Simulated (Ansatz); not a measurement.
Write the native input for Ansatz 0.2.0 that does the following.

```yaml
Task: phonons
Functional: PBE
Potentials_or_basis: Ansatz PAW
Cutoff: "420 eV (not typed: the program's choice for these potentials)"
k_mesh: 10 × 10 × 10
Occupations: fermi-dirac, width 0.05 eV
Spin: no spin polarisation
q_mesh: 2 × 2 × 2
Path: "[[\"G\", \"X\", \"M\", \"G\", \"Z\", \"P\", \"N\", \"Z1\", \"M\"], [\"X\", \"P\"]]"
Points_for_each_segment_of_the_path: 8
```

Crystal: Sn.

```
Sn
1.0
    -2.02919    2.02919    1.66076
     2.02919   -2.02919    1.66076
     2.02919    2.02919   -1.66076
Sn
1
Direct
  0.00000 0.00000 0.00000
```

This isn't the form of Sn at room conditions, which is tetragonal (white tin).

The input as run:

input.yaml

```yaml
crystal:
  lattice:
    - [-2.029189411, 2.029189411, 1.6607599896]
    - [2.029189411, -2.029189411, 1.6607599896]
    - [2.029189411, 2.029189411, -1.6607599896]
  atoms:
    - { symbol: Sn, position: [0.0, 0.0, 0.0] }
hamiltonian:
  xc: pbe
  pseudopotentials: { kind: paw }
kpoints:
  mp_grid: { grid: [10, 10, 10] }
scf:
  occupations: { method: fermi_dirac, width: 0.05 }
phonons:
  method: dfpt
  qmesh: [2, 2, 2]
  temperatures: { t_max: 1000, t_step: 100 }
  qpath:
    path:
      - [[0.0, 0.0, 0.0], [0.0, 0.0, 0.5], [-0.5, 0.5, 0.5], [0.0, 0.0, 0.0], [0.4174590337, 0.4174590337, -0.4174590337], [0.25, 0.25, 0.25], [0.0, 0.5, 0.0], [-0.4174590337, 0.5825409663, 0.4174590337], [-0.5, 0.5, 0.5]]
      - [[0.0, 0.0, 0.5], [0.25, 0.25, 0.25]]
    npoints: 8
```

Potentials or basis: Ansatz PAW.

Launch:

```console
$ ansatz run input.yaml --threads 2 --pin off --max-ram 5632MiB --backend cpu --events-out ev --progress --plain --runs-dir out
```

Results of the run:

| Property | Result |
| --- | --- |
| Band gap on the k mesh | none (metal or under the smearing width) |
| Highest phonon frequency | 102 cm⁻¹ |
| Most unstable mode | 26i cm⁻¹ |

Caveat: some modes are imaginary; the q mesh is small, so phonon branches between its points and thermal values are rough; some levels weren't fully converged.

Wall time 22 s on 2 threads of Intel(R) Xeon(R) Platinum 8259CL CPU @ 2.50GHz (Skylake/Cascade Lake), on a shared host, peak memory 0.61 GiB.
